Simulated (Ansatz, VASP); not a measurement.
## Si47C47N (N_C-V_Si (Si site 1) axial) in two plane-wave programs

Aim: how closely do two programs agree when they are given the same cell, functional and k mesh? Of the first pair: The cell is taken from a series of runs on this material, whose earlier steps may have relaxed, scaled, displaced or heated it; both programs get it as it stands.

Method: plane waves, with VASP 6.6.1 beside it; PBE, in Ansatz 0.2.0.

## 1. Set-up

The cell holds 95 atoms: 47 Si, 47 C and 1 N. Its edges and angles: a = 10.718 Å, b = 10.718 Å, c = 10.129 Å, α = 90.0°, β = 90.0°, γ = 120.0°. It derives from SiC (SiC (P6_3mc)). Nearest the centre at fractional (0.500, 0.500, 0.594): N95 at 1.19 Å, Si43 at 2.35 Å, Si42 at 2.35 Å, Si9 at 2.36 Å, C90 at 2.55 Å, C78 at 2.56 Å, C68 at 2.56 Å, C88 at 3.20 Å.

## 2. Ansatz: single point, PBE, pair 1

Ansatz runs on its default PAW (the set named soft_2) files.

With cell and atoms fixed, the geometry can't cause a difference; cores, projectors, grids and the points listed under the comparison can.

File input.yaml:

```yaml
crystal:
  checkpoint: "../qm1_M2.relax_smeared.run"
  host: checkpoint
basis:
  ecutwfc: 420
  xc_grid: 2
hamiltonian:
  xc: pbe
kpoints:
  mp_grid: { grid: [1, 1, 1] }
scf:
  occupations: { method: fermi_dirac, width: 0.01 }
  max_iter: 60
output:
  forces: true
  eigenvalues: true
  charged_corrections: { defect_position: [0.5, 0.5, 0.593574] }
checkpoint:
  read: "../qm1_M2.relax_smeared.run"
  write: "../qm1_M2.point_neutral.run"
  compress: false
  write_wavefunctions: false
  write_every: 100000
magnetization:
  spin_polarized: true
  initial_magnetization: 1
  spin_locking: { lock_magnetization: hard }
```

On the command line:

```
> ansatz run input.yaml --threads 4 --pin off --max-ram 9420MiB --backend cpu --events-out ev --progress --plain --runs-dir out
```

Numbers of over 12 decimals in the logs are rounded to 6 here.

Output:

```text
checkpoint.read: neither the saved density nor the saved orbitals are used: the state is of another total charge, and does not settle where this run's electrons and spins go. The run starts from its atoms. Which states do: the manual's quickstart, A charge series.
crystal.checkpoint: the structure is that of <dir>, a `relax` run, at its step 5: its result, under pbe at a charge of -1 e; 95 atoms read, 3 with a starting moment; this deck's charge is 0 e; this run starts in the magnetic order that was found there; no density is read with it (checkpoint.read); crystal.structure_sha256 for this input is
Engine: ansatz 0.2.0, aarch64-unknown-linux-gnu
Pseudopotentials: kind: paw
Pseudopotential: Si, paw, valence charge 4, recommended cutoff 420 eV (normal), Si.paw.azcp
Pseudopotential: C, paw, valence charge 4, recommended cutoff 420 eV (normal), C.paw.azcp
Pseudopotential: N, paw, valence charge 5, recommended cutoff 420 eV (normal), N.paw.azcp
Functional definition: PBE
  parameter kappa = 0.804
  parameter beta = 0.066725
  exchange = pbe_x(kappa = kappa, mu = beta*pi^2/3)
  correlation = pbe_c(beta = beta)
Crystal: 95 atoms, lattice volume = 1007.783 Å³
Basis set: ecut = 420 eV, 19671 PW (Γ), exchange–correlation on 144×144×144 points (8 copies of the dense FFT grid, shifted against one another)
Bands: 286, of which v1, the nominal top of the filled ones, is band 191 counted from 1 (190 counted from 0)
Symmetry: 1 space group operations
Space group: P1 (ITA 1), of the structure as read, at distance tolerance 1.0e-4 Å
Magnetic group: BNS 1.1 (UNI 1), of the structure as read, at distance tolerance 1.0e-4 Å
k-points: 1
Non-local potential: Si, projectors of the file, l = 0: 2, l = 1: 2, l = 2: 2
Non-local potential: C, projectors of the file, l = 0: 2, l = 1: 2, l = 2: 1
Non-local potential: N, projectors of the file, l = 0: 2, l = 1: 2, l = 2: 1
PAW form: soft (Blöchl's): semilocal exchange-correlation on the pseudo side does not see the compensation charge
PAW one-centre angular grid: Si, 110 points (default); XC on 64 Gauss nodes
PAW one-centre angular grid: C, 110 points (default); XC on 64 Gauss nodes
PAW one-centre angular grid: N, 110 points (default); XC on 64 Gauss nodes
Initial density: superposition of atomic densities (chi_scale 0.1, normalization cell, long waves kept (reshape's long-wave potential 0.29 eV rms))
Starting moments: Σ|m| = 1 μB on 3 of 95 sites
Initial wavefunctions: pseudopotential atomic-orbital guess
Functional: x = pbe(κ = 0.804, μ = 0.219515), c = pbe(β = 0.066725)
SCF iter   1: F=—  HF=-42158.978853 eV  |F-HF|=—  |Δ(HF+E_count)|=         —  Δρ=7.59e-2 (↑7.59e-2 ↓7.58e-2)  dr2=3.05e2  dr2_m=5.88e-2  M=1.000 μB ∫|m|=1.095 μB  β_m=0.30  ethr=3.10e-3  ⟨swp⟩=6.0  Hψ=2622  notcnv=0  defer=76
preconditioner: auto → Kerker (q_TF=auto, 2.320 Å⁻¹)  [metal: Δε(μ)=0.001 eV  Ē_g=12.660 eV  σ=0.010 eV  W_gap=0.03  n_scr=210 (ndim 8)  ℏωp=22.8 eV  f_vac=0.000  D(μ)=49.95/eV (n_scr^D=440)]
spin=Collinear: Kerker preconditioning applied to the charge; magnetization (m = ρ↑ − ρ↓) channel mixes plain (no charge-response kernel on spin).
SCF iter   2: F=—  HF=-42106.542566 eV  |F-HF|=—  |Δ(HF+E_count)|=    5.24e1  Δρ=4.64e-2 (↑4.61e-2 ↓4.64e-2)  dr2=1.07e2  dr2_m=2.68e-2  M=1.000 μB ∫|m|=1.059 μB  β_m=0.50  ethr=3.10e-3  ⟨swp⟩=3.0  Hψ=1038  notcnv=0  defer=176
SCF iter   3: F=—  HF=-42080.011481 eV  |F-HF|=—  |Δ(HF+E_count)|=    2.65e1  Δρ=2.60e-2 (↑2.58e-2 ↓2.60e-2)  dr2=4.58e1  dr2_m=3.66e-2  M=1.000 μB ∫|m|=1.157 μB  β_m=0.44  ethr=3.10e-3  ⟨swp⟩=4.0  Hψ=833  notcnv=0  defer=176
SCF iter   4: F=—  HF=-42075.607831 eV  |F-HF|=—  |Δ(HF+E_count)|=    4.40e0  Δρ=1.07e-2 (↑1.07e-2 ↓9.72e-3)  dr2=4.14e0  dr2_m=3.24e-2  M=1.000 μB ∫|m|=1.245 μB  β_m=0.72  ethr=3.10e-3  ⟨swp⟩=2.0  Hψ=1046  notcnv=0  defer=176
SCF iter   5: F=—  HF=-42075.965242 eV  |F-HF|=—  |Δ(HF+E_count)|=   3.57e-1  Δρ=1.10e-2 (↑1.10e-2 ↓7.95e-3)  dr2=7.07e0  dr2_m=4.72e-2  M=1.000 μB ∫|m|=1.152 μB  β_m=0.57  ethr=1.09e-3  ⟨swp⟩=2.5  Hψ=714  notcnv=0  defer=176
SCF iter   6: F=—  HF=-42075.380268 eV  |F-HF|=—  |Δ(HF+E_count)|=   5.85e-1  Δρ=3.03e-3 (↑1.78e-3 ↓3.03e-3)  dr2=5.01e-1  dr2_m=2.01e-2  M=1.000 μB ∫|m|=1.623 μB  β_m=0.79  ethr=1.09e-3  ⟨swp⟩=2.0  Hψ=544  notcnv=0  defer=176
SCF iter   7: F=—  HF=-42075.419333 eV  |F-HF|=—  |Δ(HF+E_count)|=   3.91e-2  Δρ=2.02e-3 (↑1.45e-3 ↓2.02e-3)  dr2=2.17e-1  dr2_m=1.79e-2  M=1.000 μB ∫|m|=2.065 μB  β_m=0.89  ethr=1.32e-4  ⟨swp⟩=2.0  Hψ=744  notcnv=0  defer=176
preconditioner: auto → Resta (q_TF=auto, 2.320 Å⁻¹)  ε∞=4.7  [insulator: Δε(μ)=0.241 eV  Ē_g=11.881 eV  σ=0.010 eV  W_gap=1.00  n_scr=210 (ndim 8)  ℏωp=22.8 eV  f_vac=0.000  D(μ)=0.00/eV (n_scr^D=0)  ε∞_Penn≈4.7]
spin=Collinear: Resta preconditioning applied to the charge; magnetization (m = ρ↑ − ρ↓) channel mixes plain (no charge-response kernel on spin).
[...]
atom  32  Si    -0.03458845    -0.02756157     0.07628238
  atom  33  Si    -0.02542832     0.02230193     0.03951080
  atom  34  Si     0.01354236     0.01441001    -0.07030821
  atom  35  Si     0.00823487    -0.00397154    -0.06748742
  atom  36  Si    -0.02172840    -0.04721135    -0.14889000
  atom  37  C     -0.00098481     0.00404780     0.07773358
  atom  38  C     -0.00401846     0.01040192     0.09917260
  atom  39  C      0.06161834    -0.05110007     0.20768456
  atom  40  C     -0.00781513     0.00278366    -0.07308628
  atom  41  C      0.00617507     0.00477778    -0.08679627
  atom  42  C      0.07823454    -0.02708569    -0.10640023
  atom  43  C     -0.05374351    -0.00574607    -0.09996682
  atom  44  C      0.29640667    -0.04151346    -0.16094875
  atom  45  C      0.07667512    -0.12563577    -0.02392327
  atom  46  C     -0.03267519    -0.02033337     0.04294683
  atom  47  C      0.01597547     0.01181240     0.03033333
  atom  48  C      0.03307170    -0.01077797     0.04764134
  atom  49  Si     0.10074660    -0.05677063     0.20331580
  atom  50  Si     0.40020903     0.47095851     0.45869957
  atom  51  Si    -0.06141024     0.12723888     0.31519925
  atom  52  Si     0.00756509    -0.00386922    -0.70041551
  atom  53  Si     0.10041859    -0.03166846    -0.17920616
  atom  54  Si    -0.01131532     0.07628198    -0.17678397
  atom  55  Si     0.04684926    -0.02710800     0.08627980
[...]
atom  88  C      0.06131257    -0.05526069    -0.10607362
  atom  89  C     -0.06197223    -0.05832483    -0.11621994
  atom  90  C      0.10782924    -0.06290193    -0.04747879
  atom  91  C      0.14870910    -0.00591417    -0.02265570
  atom  92  C     -0.12076683    -0.08936557    -0.07234523
  atom  93  C      0.01734068    -0.01215875     0.06215473
  atom  94  C     -0.01613028    -0.01694317     0.04263722
  atom  95  C     -0.00040941    -0.01996957     0.02974369
  max |Σ_I F_I| component: 3.05e-5 eV/Å
--- Band table (eV) ---
  k-point 0 ↑: bands = [... 187 lower, 8.9463, 9.0447, 9.1174, 9.2567, 9.8070, 11.4196, 11.4252, 11.4278, ... 91 higher]
  k-point 0 ↓: bands = [... 187 lower, 9.0397, 9.0648, 9.1482, 9.7495, 10.2063, 11.4255, 11.4288, 11.4296, ... 91 higher]
```

Reading the cycles: dr2 is the Hartree energy of the density residual (eV), the measure of convergence; HF is the Harris–Foulkes estimate of the energy, which meets the free energy F at convergence.

## 3. VASP: single point, PBE, pair 1

The same cell, functional, mesh and smearing now go to VASP, with its own data sets.

Lines of VASP's logs that name or quote its potential files are left out, and so is its time.

File INCAR:

```
SYSTEM = Si47C47N
PREC = Accurate
ENCUT = 520
EDIFF = 1E-06
NELM = 200
ISMEAR = -1
SIGMA = 0.01
LREAL = Auto
ALGO = Normal
GGA = PE
NBANDS = 264
ISPIN = 2
MAGMOM = 0 0 0 -0 0 0 0 -0 0 0 0 -0 0 0 -0 -0 -0 0 0 -0 0 0 0 0 0 0 0 -0 0 -0 0 0 -0 -0 -0 0 -0 0 -0 0 0 -0 0 -0 0 0 0 0 0.01 -0.01 0 0 -0 0.04 0 -0.02 0 -0 0 0 0 0.01 0 -0 0 0.04 0.02 0.32 0 0 0 0 -0.01 0 0 -0 -0 -0.26 -0.02 0.02 -0 0 -0 0.02 0.01 0.01 0 0 0 0.32 0 0 0 0 0.01
LORBIT = 11
LWAVE = .FALSE.
LCHARG = .FALSE.
ISIF = 2
NUPDOWN = 1
LASPH = .TRUE.
GGA_COMPAT = .FALSE.
NCORE = 2
```

File POSCAR:

```
Si47C47N
1.0
    9.2823771921      5.3591829706      0.0000000000
   -9.2823771921      5.3591829706      0.0000000000
    0.0000000000      0.0000000000     10.1292997616
Si C N
47 47 1
Direct
    0.9985962195      0.9987740594      0.4988322143
    0.1686280908      0.3337655253      0.4988697385
    0.3336243177      0.1688503950      0.4988604641
[... 3 atom lines left out ...]
    0.0008266180      0.1670153534      0.7489230695
    0.1668345571      0.0010204266      0.7489304367
    0.3372110251      0.3373916187      0.7502959056
[... 5 atom lines left out ...]
    0.3345121305      0.6655228173      0.4988755092
[... 2 atom lines left out ...]
    0.3328382456      0.4996460215      0.2499338213
    0.9981178661      0.6656623839      0.7489332367
    0.1666191698      0.4996559404      0.7488024298
    0.3334611386      0.8322861640      0.7489310312
[... 4 atom lines left out ...]
    0.6653185066      0.3346806048      0.4988608483
[... 1 atom line left out ...]
    0.4994757822      0.3330218403      0.2499640644
[... 2 atom lines left out ...]
    0.4994696369      0.1668078357      0.7488109729
    0.6654760785      0.9983040512      0.7489290066
    0.8321128286      0.3336562511      0.7489248387
[... 3 atom lines left out ...]
    0.6644288432      0.8305067631      0.4988824132
    0.8303245880      0.6646090409      0.4988762607
[... 1 atom line left out ...]
    0.6661009198      0.6662809951      0.2499185305
[... 1 atom line left out ...]
    0.4994722125      0.6619056402      0.7503121283
    0.6617277931      0.4996437494      0.7503015294
    0.8323194903      0.8325046096      0.7488037590
    0.4994760137      0.4996550220      0.0000444449
[... 6 atom lines left out ...]
    0.1695330848      0.3345313229      0.6866046210
    0.3343469959      0.1697233722      0.6866018503
[... 1 atom line left out ...]
    0.1650903551      0.1652828164      0.4372543943
    0.3317048231      0.9994263053      0.4379859553
[... 2 atom lines left out ...]
    0.3320590818      0.3322477551      0.9381440345
[... 5 atom lines left out ...]
    0.3346656109      0.6647781169      0.6865987598
    0.9997087148      0.8321232461      0.4379788965
    0.1670110607      0.6674233873      0.4379916414
    0.3174221594      0.4996390764      0.4303641859
[... 7 atom lines left out ...]
    0.6645892586      0.3348375788      0.6865977071
[... 1 atom line left out ...]
    0.4994722725      0.3176686440      0.4303811707
    0.6672292569      0.1671794305      0.4379860467
    0.8319484951      0.9998883474      0.4379818219
[... 3 atom lines left out ...]
    0.4994808899      0.4996668962      0.1866735805
[... 2 atom lines left out ...]
    0.6642822792      0.8295911171      0.6865994429
    0.8294029774      0.6644706451      0.6866016037
    0.4994685683      0.8340163413      0.4372571859
    0.6815642957      0.6817488813      0.4303465708
    0.8338274937      0.4996480860      0.4372592981
    0.4994807061      0.6670686521      0.9381422934
    0.6668866898      0.4996537472      0.9381427924
    0.8325124439      0.8326950989      0.9372828755
    0.4994734096      0.4996694555      0.7110069085
```

File KPOINTS:

```
Automatic mesh
0
Gamma
1 1 1
0 0 0
```

The projector-augmented-wave data sets are Si, C and N (PBE family, release 64).

On the command line:

```
> mpirun -np 8 vasp_gam
```

Output:

```text
[banner, memory and clock lines left out]
running    8 mpi-ranks, on    1 nodes
[...]
LDA part: xc-table for (Slater+PW92), standard interpolation
 POSCAR, INCAR and KPOINTS ok, starting setup
[...]
entering main loop
       N       E                     dE             d eps       ncg     rms          rms(c)
DAV:   1     0.226891659641E+04    0.22689E+04   -0.19751E+05  1056   0.138E+03
DAV:   2    -0.530342730383E+03   -0.27993E+04   -0.26031E+04  1368   0.278E+02
DAV:   3    -0.788952441165E+03   -0.25861E+03   -0.25502E+03  1296   0.809E+01
DAV:   4    -0.795757213768E+03   -0.68048E+01   -0.67749E+01  1296   0.146E+01
[...]
DAV:  16    -0.711191617247E+03   -0.30720E-05   -0.19811E-05  1424   0.824E-03    0.111E-02
DAV:  17    -0.711191618924E+03   -0.16771E-05   -0.98737E-06  1264   0.536E-03    0.461E-03
DAV:  18    -0.711191619762E+03   -0.83825E-06   -0.10362E-06   736   0.216E-03
   1 F= -.71119162E+03 E0= -.71119162E+03  d E =-.342580E-12  mag=     1.0000
```

From OUTCAR (step 3):

```text
  FREE ENERGIE OF THE ION-ELECTRON SYSTEM (eV)
  ---------------------------------------------------
  free  energy   TOTEN  =      -711.1916197623 eV

  energy  without entropy=     -711.1916197623  energy(sigma->0) =     -711.19161976

 magnetization (x)
# of ion       s       p       d       tot
------------------------------------------
    1       -0.000  -0.000   0.000  -0.000
    2       -0.002  -0.006   0.000  -0.008
    3        0.002   0.005   0.000   0.007
    4       -0.000  -0.000   0.000  -0.000
    5       -0.000   0.000   0.000   0.000
    6       -0.000   0.000   0.000   0.000
    7       -0.000   0.000   0.000   0.000
    8        0.000  -0.000   0.000  -0.000
    9        0.000   0.000   0.000   0.000
   10       -0.000   0.000   0.000   0.000
   11        0.000   0.001   0.000   0.001
   12       -0.000  -0.001   0.000  -0.001
   13       -0.000  -0.000   0.000  -0.000
[...]
--------------------------------------------------
tot          0.032   0.468   0.000   0.499
```

The run ends at a pressure of -0.05 GPa, with forces up to 0.77 eV/Å.

## 4. Comparison

Known differences besides the potentials themselves: VASP starts from the moments at which Ansatz ended; the cutoff is 420 eV in Ansatz and 520 eV in VASP (PREC = Accurate, projectors in real space); site moments are counted in spheres of each program's own size. Total energies have different zeros and are not compared.

Both answers:

```
                             quantity  Ansatz   VASP  difference
total moment, fixed by the input (μB)    1.00   1.00        0.00
                   moment on C90 (μB)    0.32   0.31       +0.02
                   moment on C68 (μB)    0.32   0.31       +0.02
                   moment on C78 (μB)   -0.26  -0.25       -0.01
```

Forces on 10 of the 95 atoms, those with the largest forces and the largest differences (eV/Å; atoms numbered as in POSCAR):

```csv
atom,"Ansatz x, y, z","VASP x, y, z"
Si3,"-0.207, -0.584, 0.459","-0.204, -0.586, 0.457"
Si15,"-0.359, 0.404, 0.405","-0.361, 0.403, 0.405"
Si18,"0.010, -0.086, -0.581","0.007, -0.084, -0.586"
Si26,"0.400, 0.471, 0.459","0.403, 0.469, 0.456"
Si28,"0.008, -0.004, -0.700","0.009, -0.003, -0.702"
Si37,"-0.525, 0.110, 0.404","-0.528, 0.113, 0.404"
Si40,"0.079, 0.038, -0.579","0.078, 0.040, -0.584"
C51,"-0.005, 0.007, -0.072","-0.006, 0.001, -0.063"
C75,"-0.002, 0.000, -0.075","-0.005, -0.004, -0.067"
C84,"-0.016, 0.007, 0.362","-0.017, 0.005, 0.372"
```

The forces differ by 2.6 meV/Å r.m.s., which is 1.8 % of the r.m.s. force of 0.148 eV/Å (both taken over all components).

## 5. Ansatz: single point, PBE, pair 2

With cell and atoms fixed, the geometry can't cause a difference; cores, projectors, grids and the points listed under the comparison can.

The cell is taken from a series of runs on this material, whose earlier steps may have relaxed, scaled, displaced or heated it; both programs get it as it stands.

input.yaml, the sections that differ from step 2:

```yaml
crystal:
  checkpoint: "../q0_M1.relax_smeared.run"
  host: checkpoint
output:
  forces: true
  eigenvalues: true
  charged_corrections:
    epsilon: [7.02, 7.02, 7.32]
    static_epsilon: [10.34, 10.34, 11.03]
    defect_position: [0.5, 0.5, 0.593574]
  eigenstates: { localisation: true }
  populations: true
  efg: {}
  band_densities: [{ bands: [v1, v1] }, { bands: [c1, c1] }]
  write_density: true
  write_potential: true
  volumetric_format: npy
checkpoint:
  read: "../q0_M1.relax_smeared.run"
  write: "../q0_M1.point.run"
  compress: false
  write_wavefunctions: false
  write_every: 100000
# basis, hamiltonian, kpoints, magnetization, scf: as in step 2
```

On the command line:

```
> ansatz run input.yaml --threads 4 --pin off --max-ram 9420MiB --backend cpu --events-out ev --progress --plain --runs-dir out
```

Output:

```text
Warning: at least one further symmetry operation maps every atom of the structure, as the run holds it, onto an atom to within 2.26e-5 (fractional), and is not used: no operation is sought that the atoms, as the run holds them, miss by more than 2.00e-5, twice crystal.symmetry.tolerance (1.0e-5). The run uses 1 unitary operations. The run imposes no operation that its atoms and lattice do not hold. Figures that only  [...]
[...]
Crystal: 95 atoms, lattice volume = 1007.783 Å³
[...]
7     Si      2.9567     0.0005
[...]
91      C      4.9845     0.0064
    92      C      4.9972     0.0023
    93      C      4.9978    -0.0006
    94      C      4.9808     0.0020
  spilling = 0.009931 (of n_electrons = 381.000000)
--- Band densities, each state counted as filled ---
  window                                       electrons  max residual (eV)  cut levels
  bands: [v1, v1]                    1.000000 + 1.000000             1.4e-5           0
  bands: [c1, c1]                    1.000000 + 1.000000             1.7e-5           0
[key lines of the parts left out:]
SCF converged after 2 iterations
Magnetization: 1.0000 μB (191.0000 up, 190.0000 down)
```

(Part 1 of 2 ends here.)

[Lines on the potential files, build, host, timing and source positions are cut from VASP's logs without a mark.]

[Logs are printed without paths, hosts, clocks, repeated set-up lines and the standing remarks that a program may print on its own settings, such as how far it seeks lower states.]

[Hosts, paths, dates, database ids (printed as entryN), source tags and the programs' standing remarks are cut or masked in the printed files.]
